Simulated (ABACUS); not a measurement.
Crystal: Pd.

```
Pd
1.0
     0.00000    1.94650    1.94650
     1.94650    0.00000    1.94650
     1.94650    1.94650    0.00000
Pd
1
Direct
  0.00000 0.00000 0.00000
```

Base run:

* Program: ABACUS 3.10.1
* Functional: B86bPBE
* Potentials or basis: SSSP 1.3 efficiency PBE
* Cutoff: 748 eV
* Density cutoff: 5987 eV
* Basis: plane waves
* k mesh: 10 × 10 × 10
* Occupations: fermi-dirac, width 0.05 eV
* Spin: no spin polarisation

Its results: band gap on the k mesh none (metal or under the smearing width); pressure 8.5 GPa.

Task: The run is repeated on the same cell with these changes: functional from B86bPBE to RPBE. What comes out?

Result: Band gap on the k mesh none (metal or under the smearing width); pressure 11.7 GPa.

Caveats: the potentials were made for another functional, which shifts forces and pressure.

Not every run made on this cell is shown here.
